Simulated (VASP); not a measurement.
# SiO2 (Cristobalite) (P4_12_12) in VASP: further runs, part 2 of 2

VASP 6.6.1. Earlier steps stand in the parts before.

## Step 3: Equation of state, PBE+D3(BJ), 13.18 Å³/atom (a relaxed cell with its volume scaled by 0.96)

Contents of INCAR:

```
ALGO = Normal
EDIFF = 1E-6
ENCUT = 520
GGA = PE
ISIF = 2
ISMEAR = 0
IVDW = 12
KPAR = 4
LASPH = T
LCHARG = F
LREAL = F
LWAVE = F
NELM = 100
PREC = Accurate
SIGMA = 0.02
```

Contents of KPOINTS:

```
k-points
0
Gamma
  6 6 4
```

Contents of POSCAR:

```
SiO2                                    
1.0
    4.8641034938      0.0000000000      0.0000000000
    0.0000000000      4.8641034938     -0.0000000000
    0.0000000000      0.0000000000      6.6868914193
  Si              O             
     4     8
Direct
     0.8116519895069315    0.1883480104930686    0.7500000000000000
     0.6883480104930685    0.6883480104930685    0.5000000000000000
     0.1883480104930686    0.8116519895069315    0.2500000000000000
     0.3116519895069314    0.3116519895069314    1.0000000000000000
     0.1279115108328968    0.2339166121534195    0.8088440963071539
     0.2660833878465804    0.6279115108328969    0.0588440963071541
     0.8720884891671031    0.7660833878465808    0.3088440963071540
     0.7339166121534192    0.3720884891671031    0.5588440963071539
     0.6279115108328969    0.2660833878465804    0.9411559036928461
     0.7660833878465808    0.8720884891671031    0.6911559036928461
     0.3720884891671031    0.7339166121534192    0.4411559036928460
     0.2339166121534195    0.1279115108328968    0.1911559036928460
```

Potentials or basis: VASP PAW PBE potentials, release 64 (Si, O).

Started as:

```console
> cat potpaw_PBE.64/Si/POTCAR potpaw_PBE.64/O/POTCAR > POTCAR
> mpirun -np 4 vasp_std > vasp.out
```

OUTCAR:

```text
EDIFF = 1E-6
   ENCUT = 520
   GGA = PE
   ISIF = 2
   ISMEAR = 0
   IVDW = 12
   LASPH = T
   LREAL = F
   NELM = 100
   PREC = Accurate
 IVDW          = 12

 ion  position               nearest neighbor table
   1  0.812  0.188  0.750-   5 1.60  10 1.60   9 1.60   8 1.60   2 3.01   4 3.01   2 3.01   4 3.01

   2  0.688  0.688  0.500-   8 1.60  11 1.60  10 1.60   7 1.60   1 3.01   3 3.01   1 3.01   3 3.01

   3  0.188  0.812  0.250-   7 1.60  12 1.60  11 1.60   6 1.60   2 3.01   4 3.01   4 3.01   2 3.01

   4  0.312  0.312  0.000-   6 1.60   9 1.60   5 1.60  12 1.60   1 3.01   3 3.01   3 3.01   1 3.01

   5  0.128  0.234  0.809-   1 1.60   4 1.60
   6  0.266  0.628  0.059-   4 1.60   3 1.60
   7  0.872  0.766  0.309-   3 1.60   2 1.60
   8  0.734  0.372  0.559-   2 1.60   1 1.60
   9  0.628  0.266  0.941-   4 1.60   1 1.60
  10  0.766  0.872  0.691-   1 1.60   2 1.60
  11  0.372  0.734  0.441-   2 1.60   3 1.60
  12  0.234  0.128  0.191-   3 1.60   4 1.60

  LATTYP: Found a simple tetragonal cell.
 ALAT       =     4.8641034938
 C/A-ratio  =     1.3747428335

  Lattice vectors:

 A1 = (   4.8641034938,   0.0000000000,   0.0000000000)
 A2 = (   0.0000000000,   4.8641034938,   0.0000000000)
 A3 = (   0.0000000000,   0.0000000000,   6.6868914193)

Analysis of symmetry for initial positions (statically):
=====================================================================
 Subroutine PRICEL returns:
 Original cell was already a primitive cell.

 Routine SETGRP: Setting up the symmetry group for a
 simple tetragonal supercell.

 Subroutine GETGRP returns: Found  8 space group operations
 (whereof  2 operations were pure point group operations)
 out of a pool of 16 trial point group operations.

The static configuration has the point symmetry C_2 .
[... 162 lines left out ...]
   AEXX    =    0.0000 exact exchange contribution
   IVDW    =    12    specifies the selected vdW correction
   LEPSILON=     F    determine dielectric tensor
   LRPA    =     F    only Hartree local field effects (RPA)
 non-spin polarized calculation
 Gauss-broadening in eV      SIGMA  =   0.02
  energy-cutoff  :      520.00
  volume of cell :      158.21
 maximum number of plane-waves:      4282
   NGX = 19   NGY = 19   NGZ = 25

 number of electron      63.9999960 magnetization

 Free energy of the ion-electron system (eV)
  ---------------------------------------------------
  ext. energy  EPLUGINS =         0.00000000
  ---------------------------------------------------
  free energy    TOTEN  =       -94.57199080 eV

  energy without entropy =      -94.57199080  energy(sigma->0) =      -94.57199080

 E-fermi :   0.8558     XC(G=0):  -8.8820

 val. band max:        0.7274951262   @ k =   0.0000   0.0000   0.0000
 cond. band min:       6.6704558549   @ k =   0.0000   0.0000   0.0000
 fundamental gap:      5.9429607288
 Fermi energy:         0.8558385367

 k-point     1 :       0.0000    0.0000    0.0000
  band No.  band energies     occupation
      1     -18.8856      2.00000
      2     -17.9213      2.00000
      3     -17.9213      2.00000
      4     -16.7210      2.00000
      5     -16.6587      2.00000
      6     -16.6536      2.00000
[... 997 lines left out ...]
     38      10.4306      0.00000
     39      11.1143      0.00000

 [... further k-points ...]

------------------------ aborting loop because EDIFF is reached ----------------------------------------

 Edisp (eV)   -1.60635

 E8    (eV) :    -0.5391

  FORCE on cell =-STRESS in cart. coord.  units (eV):
  Direction    XX          YY          ZZ          XY          YZ          ZX
  --------------------------------------------------------------------------------------
  -------------------------------------------------------------------------------------
  Total       7.79763     7.79763     7.87496     0.00000     0.00000     0.00000
  in kB      78.96658    78.96658    79.74972     0.00000     0.00000     0.00000
  external pressure =       79.23 kB  Pullay stress =        0.00 kB

 VOLUME and BASIS-vectors are now :
 -----------------------------------------------------------------------------
  energy-cutoff  :      520.00
  volume of cell :      158.21
      direct lattice vectors                 reciprocal lattice vectors
     4.864103494  0.000000000  0.000000000     0.205587731  0.000000000  0.000000000
     0.000000000  4.864103494  0.000000000     0.000000000  0.205587731  0.000000000
     0.000000000  0.000000000  6.686891419     0.000000000  0.000000000  0.149546319

 POSITION                                       TOTAL-FORCE (eV/Angst)
 -----------------------------------------------------------------------------------
      3.94796      0.91614      5.01517         0.033413     -0.033413      0.000000
      3.34820      3.34820      3.34345        -0.033413     -0.033413      0.000000
      0.91614      3.94796      1.67172        -0.033413      0.033413      0.000000
      1.51591      1.51591      0.00000         0.033413      0.033413      0.000000
      0.62217      1.13779      5.40865         0.315529     -0.062203     -0.407549
      1.29426      3.05423      0.39348         0.062203      0.315529     -0.407549
      4.24193      3.72631      2.06521        -0.315529      0.062203     -0.407549
      3.56985      1.80988      3.73693        -0.062203     -0.315529     -0.407549
      3.05423      1.29426      6.29341         0.315529      0.062203      0.407549
      3.72631      4.24193      4.62168         0.062203     -0.315529      0.407549
      1.80988      3.56985      2.94996        -0.315529     -0.062203      0.407549
      1.13779      0.62217      1.27824        -0.062203      0.315529      0.407549
 -----------------------------------------------------------------------------------
    total drift:                               -0.000000      0.000000     -0.000000

  FREE ENERGIE OF THE ION-ELECTRON SYSTEM (eV)
  ---------------------------------------------------
  free  energy   TOTEN  =       -96.1783365182 eV

  energy  without entropy=      -96.1783365182  energy(sigma->0) =      -96.17833652
```

OSZICAR:

```text
N       E                     dE             d eps       ncg     rms          rms(c)
DAV:   1     0.434564436885E+03    0.43456E+03   -0.34145E+04  2340   0.151E+03
DAV:   2    -0.762408555082E+02   -0.51081E+03   -0.49918E+03  2972   0.347E+02
DAV:   3    -0.107007384735E+03   -0.30767E+02   -0.30664E+02  2746   0.949E+01
DAV:   4    -0.107460795205E+03   -0.45341E+00   -0.45259E+00  2816   0.123E+01
DAV:   5    -0.107470219068E+03   -0.94239E-02   -0.94194E-02  2711   0.173E+00    0.301E+01
DAV:   6    -0.945513323860E+02    0.12919E+02   -0.56126E+01  2711   0.366E+01    0.140E+01
DAV:   7    -0.945611758973E+02   -0.98435E-02   -0.16143E+00  2968   0.568E+00    0.528E+00
DAV:   8    -0.945559763309E+02    0.51996E-02   -0.91430E-02  2725   0.203E+00    0.189E+00
DAV:   9    -0.945698180395E+02   -0.13842E-01   -0.36489E-02  2760   0.124E+00    0.365E-01
DAV:  10    -0.945720035495E+02   -0.21855E-02   -0.41432E-03  2746   0.343E-01    0.105E-01
DAV:  11    -0.945719788555E+02    0.24694E-04   -0.10552E-03  2760   0.176E-01    0.185E-02
DAV:  12    -0.945719867165E+02   -0.78610E-05   -0.30980E-05  2746   0.315E-02    0.102E-02
DAV:  13    -0.945719901728E+02   -0.34563E-05   -0.63539E-06  2520   0.140E-02    0.441E-03
DAV:  14    -0.945719907997E+02   -0.62692E-06   -0.11365E-06  1793   0.635E-03
   1 F= -.96178337E+02 E0= -.96178337E+02  d E =-.102285E-21
```

Wall time 42 s (4 MPI ranks of Intel Xeon Platinum 8488C (Sapphire Rapids), shared host); peak memory 0.33 GiB.

Results:

| Item | Value |
| --- | --- |
| Free energy | -96.1783 eV |
| Pressure | 7.9 GPa |
| Largest force | 0.519 eV/Å |
| Band gap on the k mesh | 5.94 eV, direct |
| Dispersion energy per atom | -0.134 eV |

## Step 4: Equation of state, PBE+D3(BJ), 13.46 Å³/atom (a relaxed cell with its volume scaled by 0.98)

INCAR is that of step 3.

KPOINTS is that of step 3.

POSCAR, as its differences from that of step 3:

```diff
@@ -2,5 +2,5 @@
 1.0
-    4.8641034938      0.0000000000      0.0000000000
-    0.0000000000      4.8641034938     -0.0000000000
-    0.0000000000      0.0000000000      6.6868914193
+    4.8976500952      0.0000000000      0.0000000000
+    0.0000000000      4.8976500952     -0.0000000000
+    0.0000000000      0.0000000000      6.7330093692
   Si              O
```

Started as:

```console
> cat potpaw_PBE.64/Si/POTCAR potpaw_PBE.64/O/POTCAR > POTCAR
> mpirun -np 4 vasp_std > vasp.out
```

Run time: 37 s. Hardware: 4 MPI ranks of Intel Xeon Platinum 8488C (Sapphire Rapids), shared host; peak memory 0.33 GiB.

It converged, with:

```yaml
Free_energy: -96.3035 eV
Pressure: 3.9 GPa
Largest_force: 0.252 eV/Å
Band_gap_on_the_k_mesh: 5.80 eV, direct
Dispersion_energy_per_atom: -0.131 eV
```

## Step 5: Equation of state, PBE+D3(BJ), 13.73 Å³/atom

INCAR is that of step 4.

KPOINTS is that of step 4.

POSCAR, as its differences from that of step 4:

```diff
@@ -2,5 +2,5 @@
 1.0
-    4.8976500952      0.0000000000      0.0000000000
-    0.0000000000      4.8976500952     -0.0000000000
-    0.0000000000      0.0000000000      6.7330093692
+    4.9307433295      0.0000000000      0.0000000000
+    0.0000000000      4.9307433295     -0.0000000000
+    0.0000000000      0.0000000000      6.7785040557
   Si              O
```

Started as:

```console
> cat potpaw_PBE.64/Si/POTCAR potpaw_PBE.64/O/POTCAR > POTCAR
> mpirun -np 4 vasp_std > vasp.out
```

It took 44 s on 4 MPI ranks of Intel Xeon Platinum 8488C (Sapphire Rapids), shared host; peak memory 0.33 GiB.

Results (log left out):

| Property | Result |
| --- | --- |
| Free energy | -96.3498 eV |
| Pressure | 0.3 GPa |
| Largest force | 0.010 eV/Å |
| Band gap on the k mesh | 5.66 eV, direct |
| Dispersion energy per atom | -0.128 eV |

## Step 6: Equation of state, PBE+D3(BJ), 14.01 Å³/atom (a relaxed cell with its volume scaled by 1.02)

INCAR is that of step 5.

KPOINTS is that of step 5.

POSCAR, as its differences from that of step 5:

```diff
@@ -2,5 +2,5 @@
 1.0
-    4.9307433295      0.0000000000      0.0000000000
-    0.0000000000      4.9307433295     -0.0000000000
-    0.0000000000      0.0000000000      6.7785040557
+    4.9633982105      0.0000000000      0.0000000000
+    0.0000000000      4.9633982105     -0.0000000000
+    0.0000000000      0.0000000000      6.8233961194
   Si              O
```

Potentials or basis: VASP PAW PBE potentials, release 64 (Si, O).

Started as:

```console
> cat potpaw_PBE.64/Si/POTCAR potpaw_PBE.64/O/POTCAR > POTCAR
> mpirun -np 4 vasp_std > vasp.out
```

It took 41 s on 4 MPI ranks of Intel Xeon Platinum 8488C (Sapphire Rapids), shared host; peak memory 0.34 GiB.

The run converged. Its results:

```yaml
Free_energy: -96.3250 eV
Pressure: -3.0 GPa
Largest_force: 0.221 eV/Å
Band_gap_on_the_k_mesh: 5.52 eV, direct
Dispersion_energy_per_atom: -0.125 eV
```

## Step 7: Equation of state, PBE+D3(BJ), 14.28 Å³/atom (a relaxed cell with its volume scaled by 1.04)

INCAR is that of step 6.

KPOINTS is that of step 6.

POSCAR, as its differences from that of step 6:

```diff
@@ -2,5 +2,5 @@
 1.0
-    4.9633982105      0.0000000000      0.0000000000
-    0.0000000000      4.9633982105     -0.0000000000
-    0.0000000000      0.0000000000      6.8233961194
+    4.9956289721      0.0000000000      0.0000000000
+    0.0000000000      4.9956289721     -0.0000000000
+    0.0000000000      0.0000000000      6.8677051279
   Si              O
```

Started as:

```console
> cat potpaw_PBE.64/Si/POTCAR potpaw_PBE.64/O/POTCAR > POTCAR
> mpirun -np 4 vasp_std > vasp.out
```

Run time: 42 s. Hardware: 4 MPI ranks of Intel Xeon Platinum 8488C (Sapphire Rapids), shared host; peak memory 0.36 GiB.

It converged, with:

```yaml
Free_energy: -96.2357 eV
Pressure: -6.0 GPa
Largest_force: 0.429 eV/Å
Band_gap_on_the_k_mesh: 5.37 eV, direct
Dispersion_energy_per_atom: -0.122 eV
```

## Step 8: Equation of state, PBE+D3(BJ)

This run uses another cell than the first one, of 13.73 Å³/atom, 0.954 times its volume.

Potentials or basis: VASP PAW PBE potentials, release 64 (Si, O).

No new run: the results of the series are fitted here.

Results:

- Equilibrium volume: 13.77 Å³/atom
- Bulk modulus at fixed shape and positions: 171 GPa
- Pressure derivative of the bulk modulus: 4.0 (rough: it moves with the points fitted)

Energy against volume, from the lowest point:
```
volume (Å³/atom)  energy (meV/atom)
          13.184              14.29
          13.459               3.86
          13.733               0.00
          14.008               2.07
          14.283               9.51
```

Caveat: the cell was scaled at fixed shape and fractional positions, which overstates the stiffness of a crystal with free parameters, most of all of layers and chains.

## Step 9: The reference run

An earlier run on the cell as given: functional PBE; potentials or basis VASP PAW PBE potentials, release 64 (Si, O); cutoff 520 eV; k mesh 6 × 6 × 4; occupations fermi-dirac, width 0.05 eV; no spin polarisation.

- Pressure: 6.4 GPa
- Largest force: 0.405 eV/Å
- Band gap on the k mesh: 5.76 eV, direct

## Step 10: The runs side by side

| task | level | cell | k mesh | smearing | ladder | gap on the mesh (eV) | pressure (GPa) | largest force (eV/Å) |
| --- | --- | --- | --- | --- | --- | --- | --- | --- |
| core levels | PBEsol | P4_12_12, 14.4 Å³/atom | 5 × 5 × 3 | gaussian 0.02 eV | - | 5.71 | 4.5 | 0.32 |
| equation of state | PBE+D3(BJ) | P4_12_12, 13.73 Å³/atom | 6 × 6 × 4 | gaussian 0.02 eV | gaps | - | - | - |
| single point | PBE | P4_12_12, 14.4 Å³/atom | 6 × 6 × 4 | fermi-dirac 0.05 eV | - | 5.76 | 6.4 | 0.41 |

Alike in all rows: potentials or basis VASP PAW PBE potentials, release 64 (Si, O); no spin polarisation; cutoff (eV) 520.

Caveats: the PAW data sets were made with another functional, which shifts forces and pressure a little (some runs); an odd mesh through Γ misses points on the zone boundary, where band edges often lie (some runs); the cell was scaled at fixed shape and fractional positions, which overstates the stiffness of a crystal with free parameters, most of all of layers and chains (some runs).

Absolute energies hang on the potentials; compare differences alone.
